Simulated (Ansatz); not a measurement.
This Ansatz input for KF was spoiled on purpose:

```yaml
crystal:
  lattice:
    - [0.0, 2.710245963, 2.710245963]
    - [2.710245963, 0.0, 2.710245963]
    - [2.710245963, 2.710245963, 0.0]
  atoms:
    - { symbol: K, position: [0.0, 0.0, 0.0] }
    - { symbol: F, position: [0.5, 0.5, 0.5] }
basis:
  ecutwfc: 420
  ecutrho_ratio: 0
kpoints:
  mp_grid: { grid: [12, 12, 12] }
hamiltonian:
  xc: pbe
scf:
  occupations: { method: gaussian, width: 0.05 }
  max_iter: 75
output:
  forces: true
  stress: true
```

Launched as:
```sh
ansatz run input.yaml --threads 2 --pin off --max-ram 2662MiB --backend cpu --events-out ev --progress --plain --runs-dir out
```

**Question.** What is wrong with it?

**Answer.** A density cutoff under the waves'. Against the sound input: basis.ecutrho_ratio: 4 → 0 (the cap on iterations is only a precaution).

What the program printed:

```
Error: invalid value for `basis.ecutrho_ratio`: must be in [1, 1024]; got 0
```

The input was refused before any iteration. It ran for 0.05 s on 2 threads of Arm Neoverse V1, with other jobs on the host, peak memory 0.067 GiB. The run before the change (PBE, 420 eV, 12×12×12 mesh) gave:

| run | P (GPa) | gap on the mesh (eV) | cell moment (μB) | largest force component (eV/Å) |
| --- | --- | --- | --- | --- |
| sound | 0.0 | 5.96 | – | 0.000 |

The chain of runs began from a cell as deposited in COD, expanded in volume.

Of that run: Kohn–Sham gaps of semilocal functionals lie under measured ones, often by a third or more.
